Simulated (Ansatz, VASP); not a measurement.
Two plane-wave programs on CsH

```
CELL_PARAMETERS angstrom
0.00000 3.25053 3.25053
3.25053 0.00000 3.25053
3.25053 3.25053 0.00000
ATOMIC_POSITIONS crystal
Cs 0.00000 0.00000 0.00000
H 0.50000 0.50000 0.50000
```

Alike in both runs: functional r2SCAN; k mesh 8 × 8 × 8; occupations fermi-dirac, width 0.02 eV; no spin polarisation.

Ansatz relaxed the structure, and its values are those at the end. VASP's run is a single point on that final structure, the one shown.

```csv
,VASP,Ansatz
version,VASP 6.6.1,Ansatz 0.2.0
potentials or method,"VASP PAW PBE potentials, release 64 (Cs_sv, H)",PAW plane waves
plane-wave cutoff (eV),520,500
valence electrons in the cell,10,10
```

VASP gave:

```
gap on the k mesh at the Fermi level (eV) : 2.72
pressure (GPa)                            : -0.5
```

**Question.** What did Ansatz give for the same quantities?

**Answer.** gap on the k mesh at the Fermi level (eV): 2.74; pressure (GPa): -0.5.

Ansatz warned: «stress_scf_threshold_loose».

Caveats: the PAW data sets were made with another functional, which shifts forces and pressure a little (VASP); spin-orbit coupling is left out, which moves the levels of the heavy elements. A k mesh can miss the band edges. r2SCAN opens gaps a little over a GGA but as a rule still falls short of measured ones.
